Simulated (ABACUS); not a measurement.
Li2S under changes of volume

One of the cells (15.344 Å³/atom); the others are scaled copies at fixed shape and fractional positions:

```
S Li
1.0
     0.00000    2.84450    2.84450
     2.84450    0.00000    2.84450
     2.84450    2.84450    0.00000
S Li
1 2
Direct
  0.00000 0.00000 0.00000
  0.75000 0.75000 0.75000
  0.25000 0.25000 0.25000
```

```yaml
Program: ABACUS 3.10.1
Functional: PBE
Potentials_or_basis: PseudoDojo NC SR 0.4.1 PBE standard
Cutoff: 1361 eV
Density_cutoff: 5442 eV
Basis: DZP LCAO (the cutoffs set its grid)
k_mesh: 8 × 8 × 8
Occupations: fermi-dirac, width 0.05 eV
Spin: no spin polarisation
```

```tsv
volume (Å³/atom)	energy over the lowest point (meV/atom)	pressure (GPa)	gap on the mesh (eV)
14.423	?	?	?
14.730	9.50	3.1	4.12
15.037	4.61	2.1	4.14
15.344	1.50	1.2	4.16
15.650	0.00	0.4	4.17
15.957	0.00	-0.4	4.18
16.264	1.34	-1.0	4.20
```

Q: What does the run at 14.423 Å³/atom give?

A: Energy over the lowest point 16.36 meV/atom; pressure 4.1 GPa; gap on the mesh 4.10 eV.

Worked out: A Birch-Murnaghan fit of order 3 (a polynomial in V^(-2/3)) to the other rows has its minimum at 15.81 Å³/atom with B0 = V·E''(V) = 38 GPa and B' = 3.6. It gives 16.33 meV/atom at 14.423 Å³/atom, against the run's 16.36, and -dE/dV = 4.1 GPa, against 4.1. A straight line through the other rows of the gap, of slope 0.765 eV per unit of ln V, extrapolates to 4.11 eV, against the run's 4.10.

Energies are extrapolated to zero smearing.

Caveats: the atomic orbitals were generated for these runs and aren't a published set; the basis of atomic orbitals isn't converged, which shifts pressures, moduli and gaps.

A mesh can miss the band edges.
